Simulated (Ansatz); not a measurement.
Wanted: the native input for an Ansatz 0.2.0 run.

```
Task                : single point
Functional          : LDA
Potentials or basis : all-electron LAPW, scalar-relativistic
Cutoff              : 248 eV (chosen from the basis error)
Basis error allowed : 0.001 eV/atom
k mesh              : 12 × 12 × 12
Occupations         : gaussian, width 0.1 eV
Spin                : no spin polarisation
```

The system is Mo.

```xyz
1
Lattice="-1.5838 1.5838 1.5838 1.5838 -1.5838 1.5838 1.5838 1.5838 -1.5838" Properties=species:S:1:pos:R:3 pbc="T T T"
Mo    0.0000    0.0000    0.0000
```

One way to write it, as run:

input.yaml

```yaml
crystal:
  lattice:
    - [-1.5838089719, 1.5838089719, 1.5838089719]
    - [1.5838089719, -1.5838089719, 1.5838089719]
    - [1.5838089719, 1.5838089719, -1.5838089719]
  atoms:
    - { symbol: Mo, position: [0.0, 0.0, 0.0] }
kpoints:
  mp_grid: { grid: [12, 12, 12] }
scf:
  occupations: { method: gaussian, width: 0.1 }
hamiltonian:
  xc: lda
  pseudopotentials: { kind: all_electron, lapw: { basis_error: 0.001 } }
output:
  forces: true
  stress: true
  eigenvalues: true
```

Potentials or basis: all-electron LAPW, scalar-relativistic.

Launch:

```bash
$ ansatz run input.yaml --threads 1 --pin off --max-ram 3072MiB --backend cpu --events-out ev --progress --plain --runs-dir out
```

Results of the run:

The pressure is -14.1 GPa. The band gap on the k mesh is none (metal or under the smearing width).

Wall time 5.8 s on 1 thread of Arm Neoverse V1 (shared host), peak memory 0.25 GiB.
